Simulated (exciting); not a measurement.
Write the native input for exciting (release sodium) that does the following.

```yaml
Task: single point
Functional: PBE
Potentials_or_basis: all-electron LAPW+lo, shipped species files, valence relativity iora*
rgkmax: 9
k_mesh: 10 × 10 × 10
Occupations: fermi-dirac, width 0.05 eV
Spin: no spin polarisation
gmaxvr_cutoff_of_density_and_potential: 14 1/bohr
lmaxapw_and_lmaxmat: 10
lmaxvr: 8
nempty: 8
Valence_relativity: iora*
epsengy: 1e-05 Ha
epspot: 1e-05 Ha
maxscl: 60
Muffin-tin_radii: Ge 2.0 bohr
```

Crystal: Ge.

```
Ge
1.0
     2.71047    0.00000    0.00000
     0.00000    2.71047    0.00000
     0.00000    0.00000    2.71047
Ge
1
Cartesian
  0.0000 0.0000 0.0000
```

The cell was built by a generator and needn't be a form met in nature.

The input as run:

input.xml

```xml
<input>
  <title>Ge</title>
  <structure speciespath="./" tshift="false">
    <crystal scale="1">
      <basevect>5.122045969014 0.000000000000 0.000000000000</basevect>
      <basevect>0.000000000000 5.122045969014 0.000000000000</basevect>
      <basevect>0.000000000000 0.000000000000 5.122045969014</basevect>
    </crystal>
    <species speciesfile="Ge.xml" rmt="2">
      <atom coord="0.000000000000 0.000000000000 0.000000000000"/>
    </species>
  </structure>
  <groundstate do="fromscratch" ngridk="10 10 10" rgkmax="9" gmaxvr="14" lmaxapw="10" lmaxmat="10" lmaxvr="8" xctype="GGA_PBE" stype="Fermi Dirac" swidth="0.00183747" nempty="8" ValenceRelativity="iora*" epsengy="1e-05" epspot="1e-05" maxscl="60" tforce="true" outputlevel="normal"/>
</input>
```

Potentials or basis: all-electron LAPW+lo, shipped species files, valence relativity iora*.

The run is started by

```sh
$ OMP_NUM_THREADS=1 exciting_smp
```

Results of the run:

```
Band gap on the k mesh                            : none (metal or under the smearing width)
All electrons inside the program's atomic spheres : Ge 29.47 (radii Ge 2.0 bohr)
```

Caveat: the log's total energy holds no entropy term; the free energy is that total less TS from the occupations.

Wall time 22 s on 1 thread of AMD EPYC 7R13 Processor (Zen 3), with other jobs on the host, peak memory 0.1 GiB.
